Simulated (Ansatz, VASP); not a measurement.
One calculation of BAs5, two programs

```xyz
6
Lattice="5.3797 0.0000 0.0000 -2.6899 4.6590 0.0000 0.0000 0.0000 6.9695" Properties=species:S:1:pos:R:3 pbc="T T T"
B     0.0000    0.0000    0.0000
As    2.6899    0.0000    3.4847
As   -1.3449    2.3295    3.4847
As    1.3449    2.3295    3.4847
As    0.0000    0.0000    1.8851
As    0.0000    0.0000    5.0844
```

Alike in both runs: functional PBE; k mesh 6 × 6 × 4; occupations gaussian, width 0.1 eV; no spin polarisation.

Ansatz relaxed the structure, and its values are those at the end. VASP's run is a single point on that final structure, the one shown.

```csv
,VASP,Ansatz
version,VASP 6.6.1,Ansatz 0.2.0
potentials or method,"VASP PAW PBE potentials, release 64 (B, As)","scalar-relativistic, plane waves, PAW"
plane-wave cutoff (eV),520,420
valence electrons in the cell,28,78
```

VASP gave:

* gap on the k mesh at the Fermi level (eV): none
* pressure (GPa): 0.2
* rms of the force components (eV/Å): 0.033

**Question.** Estimate Ansatz's values.

**Answer.** gap on the k mesh at the Fermi level (eV): none; pressure (GPa): 0.1; rms of the force components (eV/Å): 0.006.

A gap of «none» marks a metal or a gap that the smearing closes. The two sets of potentials don't hold the same shells in valence.
